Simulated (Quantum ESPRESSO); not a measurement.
Wanted: an ASE script for a Quantum ESPRESSO 7.5 run.

- Task: relaxation of cell and atoms
- Functional: PBE
- Dispersion: D4
- Potentials or basis: PseudoDojo 0.4.1 SR PBE standard
- Cutoff: 789 eV
- Density cutoff: 3157 eV
- k mesh: 10 × 10 × 10
- Occupations: fermi-dirac, width 0.05 eV
- Spin: no spin polarisation
- ASE optimiser: LBFGS
- Dispersion computed by: dftd4 4.3.1 through ASE
- Mixing beta: 0.5
- Most SCF iterations: 120
- SCF threshold: 2e-10 Ry

The structure of Hf lies in Hf.cif:

```cif
data_Hf
_cell_length_a 3.12635171
_cell_length_b 3.12635171
_cell_length_c 3.12635171
_cell_angle_alpha 109.47122063
_cell_angle_beta 109.47122063
_cell_angle_gamma 109.47122063
_space_group_name_H-M_alt 'P1'
_space_group_name_Hall 'P 1'
_space_group_IT_number 1
loop_
_space_group_symop_operation_xyz
'x,y,z'
loop_
_atom_site_label
_atom_site_type_symbol
_atom_site_symmetry_multiplicity
_atom_site_Wyckoff_symbol
_atom_site_fract_x
_atom_site_fract_y
_atom_site_fract_z
_atom_site_occupancy
Hf1 Hf 1 a 0.0000000000 0.0000000000 0.0000000000 1
```

This isn't the form of Hf at room conditions, which is hcp.

The input as run:

run.py

```python
import numpy as np
from ase.calculators.espresso import Espresso, EspressoProfile
from ase.io import read

atoms = read('Hf.cif')

input_data = {
    'control': {'calculation': 'scf', 'prefix': 'pwscf', 'outdir': './tmp', 'tprnfor': True, 'tstress': True, 'disk_io': 'low'},
    'system': {'ecutwfc': 58.0, 'nbnd': 12, 'occupations': 'smearing', 'smearing': 'fd', 'degauss': 0.00367493},
    'electrons': {'conv_thr': 2e-10, 'electron_maxstep': 120, 'mixing_beta': 0.5},
}
pseudopotentials = {'Hf': 'Hf.upf'}
profile = EspressoProfile(command='pw.x', pseudo_dir='pseudo')
dft = Espresso(profile=profile, input_data=input_data, pseudopotentials=pseudopotentials, kpts=(10, 10, 10), koffset=(0, 0, 0))
from ase.calculators.mixing import SumCalculator
from dftd4.ase import DFTD4
d4 = DFTD4(method='pbe')
atoms.calc = SumCalculator([dft, d4])

from ase.optimize import LBFGS
from ase.filters import FrechetCellFilter
done = LBFGS(FrechetCellFilter(atoms), trajectory='opt.traj').run(fmax=0.02, steps=30)
print('converged', done)
print('cell (A)', np.round(atoms.cell.cellpar(), 5))
print(f'energy {atoms.get_potential_energy():.8f} eV')
print('forces (eV/A)')
print(np.round(atoms.get_forces(), 6))
print('stress (eV/A^3, Voigt)')
print(np.round(atoms.get_stress(), 8))
print(f'Fermi level {dft.get_fermi_level():.4f} eV')
print(f'D4 part {d4.get_potential_energy(atoms):.8f} eV')
atoms.write('final.traj')
```

Potentials or basis: PseudoDojo 0.4.1 SR PBE standard.

The run is started by

```bash
$ OMP_NUM_THREADS=1 python run.py
```

Results of the run:

```yaml
Relaxed_volume: 21.99 Å³/atom
Relaxed_cell: a = 3.057 Å, b = 3.057 Å, c = 3.057 Å, α = 109.47°, β = 109.47°, γ = 109.47°
Space_group_after_relaxing_to_0.05_Å: Im-3m (No. 229)
Energy_gained_by_relaxing: 30.6 meV/atom
Ionic_steps: 3
Pressure_after_relaxing: 0.1 GPa
Band_gap_on_the_k_mesh: none (metal or under the smearing width)
Dispersion_energy_per_atom: -0.213 eV
```

Caveat: pairwise dispersion overbinds metals, which lowers pressure and volume.

It took 2.1 min on 1 thread of Arm Neoverse V2, on a shared host, peak memory 0.1 GiB.
